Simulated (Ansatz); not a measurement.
## CaS (Fm-3m): volume and gaps against pressure

```
CELL_PARAMETERS angstrom
2.84788 2.84788 0.00000
-2.84788 2.84788 0.00000
0.00000 2.84788 2.84788
ATOMIC_POSITIONS crystal
Ca 0.00000 0.00000 0.00000
S 0.50000 0.50000 0.00000
```

This is the zero-pressure cell under r²SCAN. Cell and atoms are relaxed by PAW (default files of Ansatz 0.2.0, cutoff 500 eV, stress met within about 0.05 GPa) at each pressure, in this structure whether or not another phase would take over; P is the pressure reached, less that of this cell (which was relaxed on a denser, smeared mesh). Levels come from r²SCAN, PAW on Ansatz 0.2.0's default frozen-core files (fitted under PBE), scalar-relativistic; k mesh 8×8×8, fixed occupations, cutoff 500 eV. Conduction levels are in eV over the valence top (at Γ), at fixed fractional wave vectors. Zone-centre phonons come from finite displacements by PAW, without the LO-TO term.

```tsv
P (GPa)	V/V₀	X	Γ	L	T1u TO (cm⁻¹)
-2.00	1.0356	2.876	4.664	5.703	211.1
0.00	1.0000	2.801	4.661	5.779	228.5
2.00	0.9699	2.728	4.652	5.842	243.9
3.98	?	?	?	?	?
6.95	0.9108	2.556	4.616	5.966	275.7
9.98	0.8820	2.456	4.586	6.024	292.2
14.98	0.8425	2.299	4.532	6.102	315.9
```

Problem. Fit the third-order Birch-Murnaghan equation to the rows shown.

Solution. With f = [(V₀/V)^(2/3) − 1]/2, the normalised pressure F = P/[3f(1 + 2f)^(5/2)] is 61.2 GPa at f = -0.0115, 61.5 GPa at f = 0.0103, 61.7 GPa at f = 0.0321, 61.8 GPa at f = 0.0436, 62.0 GPa at f = 0.0605. The line F = B₀[1 + (3/2)(B′ − 4)f] gives B₀ = 61.4 GPa and B′ = 4.1.

Problem. What are the volume deformation potentials and pressure coefficients of these levels at zero pressure?

Solution. 

```csv
level,dE/dlnV (eV),dE/dP = −(dE/dlnV)/B₀ (meV/GPa),mean slope up to 2.0 GPa (meV/GPa)
X,2.28,-37.1,-36.5
Γ,0.18,-3.0,-4.3
L,-2.12,34.6,31.9
```

dE/dlnV is the slope of a cubic fit in ln V at V₀. The last column is read from two rows and shows how the slope bends with pressure.

Problem. What mode Grüneisen parameters follow?

Solution. γ = −d ln ω/d ln V at V₀ from a quadratic fit in ln V: T1u 2.18.

Problem. Fill the row at 3.98 GPa.

Solution. The fits give V/V₀ = 0.9441 and X = 2.658 eV. Computed: V/V₀ = 0.9441, X = 2.658, Γ = 4.640, L = 5.897, T1u TO (cm⁻¹) = 257.5.

Keep in mind: no other phase was computed; many crystals of this kind change structure within this range, and rows or crossings beyond such a change describe a metastable lattice; frozen-core PAW files fitted under PBE, their cores solved anew for the functional of the run; semilocal gaps are low, and the spacing of valleys can be off by tenths of an eV; levels are read at fixed fractional k, so an edge that moves off these points is missed.
